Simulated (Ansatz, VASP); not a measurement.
KBr in VASP and in Ansatz

INCAR

```
SYSTEM = KBr
  PREC = Accurate
  ENCUT = 520
  EDIFF = 1E-6
  ISMEAR = 0
  SIGMA = 0.05
  LREAL = .FALSE.
  LASPH = .TRUE.
  NELM = 100
  ALGO = Normal
  ISIF = 2
  LWAVE = .FALSE.
  LCHARG = .FALSE.
  GGA = PE
  NBANDS = 15
```

File KPOINTS:

```
regular mesh
0
G
  6 6 6
  0 0 0
```

File POSCAR:

```
KBr
1.0
    0.0000000000      3.2431125000      3.1937250000
    3.2431125000      0.0000000000      3.1937250000
    3.2431125000      3.2431125000      0.0000000000
K Br
1 1
Direct
    0.0000000000      0.0000000000      0.0000000000
    0.5000000000      0.5000000000      0.5000000000
```

Input for Ansatz:

```yaml
crystal:
  lattice:
    - [0.0, 3.2431125, 3.193725]
    - [3.2431125, 0.0, 3.193725]
    - [3.2431125, 3.2431125, 0.0]
  atoms:
    - { symbol: K, position: [0.0, 0.0, 0.0] }
    - { symbol: Br, position: [0.5, 0.5, 0.5] }
basis:
  ecutwfc: 420
kpoints:
  mp_grid: { grid: [6, 6, 6] }
hamiltonian:
  xc: pbe
scf:
  occupations: { method: gaussian, width: 0.05 }
output:
  forces: true
  stress: true
  eigenvalues: true
```

Change from the starting cell: strain -0.015 along x and y, -0.030 along z, atoms carried along.

Alike in both runs: task single point; functional PBE; k mesh 6 × 6 × 6; occupations gaussian, width 0.05 eV; no spin polarisation.

|  | VASP | Ansatz |
| --- | --- | --- |
| version | VASP 6.6.1 | Ansatz 0.2.0 |
| potentials or method | VASP PAW PBE potentials, release 64 (K_sv, Br) | scalar-relativistic, plane waves, PAW |
| plane-wave cutoff (eV) | 520 | 420 |
| valence electrons in the cell | 16 | 16 |

|  | VASP | Ansatz | Ansatz less VASP |
| --- | --- | --- | --- |
| gap on the k mesh at the Fermi level (eV) | 4.61 | 4.62 | +0.002 |
| least direct gap on the mesh (eV) | 4.61 | 4.62 | +0.002 |
| pressure (GPa) | 2.1 | 2.1 | -0.06 |
| largest component of the traceless stress (GPa) | 0.49 | 0.48 | -0.008 |
